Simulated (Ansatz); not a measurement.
# V: the cost of one run

Computed with Ansatz 0.2.0 (DFT PBE, scalar-relativistic, unless a step's input says otherwise).

## (1) Starting point

Symmetry: Im-3m, No. 229, cubic system. The conventional cell has a = 3.026 Å, b = 3.026 Å, c = 3.026 Å, α = 90.00°, β = 90.00°, γ = 90.00°. V (site symmetry m-3m) has 8 V at 2.62 Å as nearest neighbours.

Structure file:

```
CELL_PARAMETERS angstrom
-1.51300 1.51300 1.51300
1.51300 -1.51300 1.51300
1.51300 1.51300 -1.51300
ATOMIC_POSITIONS crystal
V 0.00000 0.00000 0.00000
```

## (2) Volume × 0.96, LAPW

input.yaml reads:

```yaml
crystal:
  lattice:
    - [-1.4925515474, 1.4925515474, 1.4925515474]
    - [1.4925515474, -1.4925515474, 1.4925515474]
    - [1.4925515474, 1.4925515474, -1.4925515474]
  atoms:
    - { symbol: V, position: [0.0, 0.0, 0.0], spin: 1.5 }
magnetization:
  spin_polarized: true
kpoints:
  mp_grid: { grid: [19, 19, 19] }
  band_path:
    path:
      - [0.0, 0.0, 0.0]
      - [0.5, -0.5, 0.5]
      - [0.0, 0.0, 0.5]
      - [0.0, 0.0, 0.0]
      - [0.25, 0.25, 0.25]
      - [0.5, -0.5, 0.5]
      - [0.25, 0.25, 0.25]
      - [0.0, 0.0, 0.5]
    npoints: 5
scf:
  occupations: { method: fermi_dirac, width: 0.03 }
hamiltonian:
  xc: pbe
  pseudopotentials: { kind: all_electron, lapw: { basis_error: 0.001 } }
output:
  forces: true
  stress: true
  eigenvalues: true
```

Command:

```bash
> ansatz run input.yaml --threads 1 --pin off --max-ram 3072MiB --backend cpu --events-out ev --progress --plain --runs-dir out
```

What time and memory should one allow on 1 thread of Arm Neoverse V2, shared host?

About 25 s, with a peak of 0.44 GiB.
